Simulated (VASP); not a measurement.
A run of VASP 6.6.1:

The input INCAR:

```
ALGO = Normal ; EDIFF = 1E-7
ENCUT = 520 ; GGA = PS
ISIF = 2 ; ISMEAR = -1
LASPH = True ; LCHARG = False
LREAL = False ; LWAVE = False
NBANDS = 22 ; NELM = 60
PREC = Accurate ; SIGMA = 0.05
```

KPOINTS

```
k-points
0
Gamma
  6 6 6
```

File POSCAR:

```
GaSb3
1.0
    0.0000000000      3.7305950000      3.7305950000
    3.7305950000      0.0000000000      3.7305950000
    3.7305950000      3.7305950000      0.0000000000
Sb Ga
3 1
Direct
    0.5000000000      0.5000000000      0.5000000000
    0.7500000000      0.7500000000      0.7500000000
    0.2500000000      0.2500000000      0.2500000000
    0.0000000000      0.0000000000      0.0000000000
```

Potentials or basis: VASP PAW PBE potentials, release 64 (Sb, Ga_d).

The run is started by

```bash
$ cat potpaw_PBE.64/Sb/POTCAR potpaw_PBE.64/Ga_d/POTCAR > POTCAR
$ mpirun -np 1 vasp_std > vasp.out
```

Hardware: 1 thread of Intel(R) Xeon(R) Platinum 8175M CPU @ 2.50GHz (Skylake/Cascade Lake) (shared host).

Estimate the wall time of this run.

Wall time 50 s on 1 thread of Intel(R) Xeon(R) Platinum 8175M CPU @ 2.50GHz (Skylake/Cascade Lake), on a shared host, peak memory 0.25 GiB. Counts: scf iterations 14, k points 16.
